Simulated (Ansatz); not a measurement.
Runs of Ansatz 0.2.0 on MnO. Symmetry: Fm-3m, No. 225, cubic system. Conventional cell: a = 4.448 Å, b = 4.448 Å, c = 4.448 Å, α = 90.00°, β = 90.00°, γ = 90.00°. Mn (site symmetry m-3m) is surrounded by 6 O at 2.22 Å. Around O (site symmetry m-3m) lie 6 Mn at 2.22 Å. The cell is a database's computed one.

| task | level | cell | k mesh | cutoff (eV) | gap on the mesh (eV) | pressure (GPa) | moment (μB) | relaxed volume (Å³/atom) |
| --- | --- | --- | --- | --- | --- | --- | --- | --- |
| elastic constants | PBEsol | as given | 7 × 7 × 7 | 346 | none | -8.6 | 4.69 | - |
| relaxation of cell and atoms | LDA | relaxed | 10 × 10 × 10 | - | - | 0.0 | 4.12 | (b) |
| phonons | PBEsol | as given | 7 × 7 × 7 | 346 | none | - | 4.69 | - |
| relaxation of cell and atoms | BLYP | relaxed | 10 × 10 × 10 | - | - | 0.0 | 4.80 | (a) |

Alike in all rows: potentials or basis all-electron LAPW, scalar-relativistic; spin collinear, ferromagnetic start; smearing fermi-dirac 0.05 eV; basis error allowed 0.001 eV/atom.

Problem. Estimate the missing entries.

Solution. (a) 11.38; (b) 9.45.

Caveats: a cell with one magnetic atom can't hold antiferromagnetic order, which such compounds often take; the k mesh is thin for a metal, which can move the energy by tens of meV per atom (some runs); a metal's response needs a denser mesh (some runs); semilocal functionals often make such compounds metallic where correlation or magnetic order opens a gap, which also shifts bond lengths (some runs); the cell is more than 3 GPa from zero pressure, which shifts response properties (some runs); the elastic tensor has a negative eigenvalue, so either the cell is unstable as it stands or the mesh is too thin (some runs).

A gap of «none» marks a metal or a gap under the smearing width.

Runs at the PBE level aren't shown here.
